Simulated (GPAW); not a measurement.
**WC in GPAW: the effect of strain uniaxial z**

Crystal: WC.

```xyz
2
Lattice="0.0000 2.1927 2.1050 2.1927 0.0000 2.1050 2.1927 2.1927 0.0000" Properties=species:S:1:pos:R:3 pbc="T T T"
W     0.0000    0.0000    0.0000
C     2.1927    2.1927    2.1050
```

Measurements of this composition are mostly on another form, of space group No. 187.

Alike in all runs:

* Program: GPAW 26.7.0
* Task: single point
* Functional: PBEsol
* Potentials or basis: PAW data sets generated in the run's folder for this functional
* Cutoff: 800 eV
* Basis: pw
* k mesh: 10 × 10 × 10
* Occupations: fermi-dirac, width 0.05 eV
* Spin: no spin polarisation
* Maxiter: 150

| strain uniaxial z | pressure (GPa) |
| --- | --- |
| -0.04 | 6.1 |
| -0.02 | -3.1 |
| -0.01 | -7.1 |
| 0 | ? |
| 0.01 | -14.0 |
| 0.02 | -17.0 |
| 0.04 | -22.1 |

Task: What does the run with strain uniaxial z 0 give?

Result: Pressure -10.8 GPa.

Worked out: A parabola through the other rows of the pressure, of slope -351 GPa per unit of strain uniaxial z there, gives -10.7 GPa, against the run's -10.8.

Caveats: the density grid can change from cell to cell, which puts small steps into energies and stress.
